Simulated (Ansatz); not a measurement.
Ti: opening a crack plane

Ti, P6_3/mmc, a = 2.938 Å, c = 4.651 Å. Ansatz: PBE, PAW, 420 eV, Γ-centred 23×23×5 mesh on 6 atoms, Gaussian smearing 0.15 eV; no spin polarisation. One cut on (001) per cell of 6 atoms is opened rigidly by x, between planes of Ti and Ti that stand 2.33 Å apart; y is the energy per area (7.478 Å², 1 eV/Å² = 16.02 J/m²).

```
x (Å) y (J/m²)
 0.00     0.000
 0.25     0.152
 0.50         ?
 1.00     1.552
 2.00     3.211
 3.00     3.875
 6.00     4.135
```

Fit the universal binding curve y = W[1 − (1 + x/l) e^(−x/l)] to the other rows, give the peak stress, and predict the missing value.

Least squares gives W = 4.20 J/m² and l = 0.743 Å. The stress dy/dx peaks at x = l with W/(e l) = 20.8 GPa, for rigid faces. At x = 0.50: x/l = 0.673, y = 0.615 J/m². The run gave 0.528 J/m², so the fit is 0.087 J/m² too high, within twice the rms miss on the fitted rows (0.059 J/m²).

Cost: 8 runs of about 6.8 core-minutes in all, on Intel Xeon 6975P-C (Granite Rapids) (shared hosts).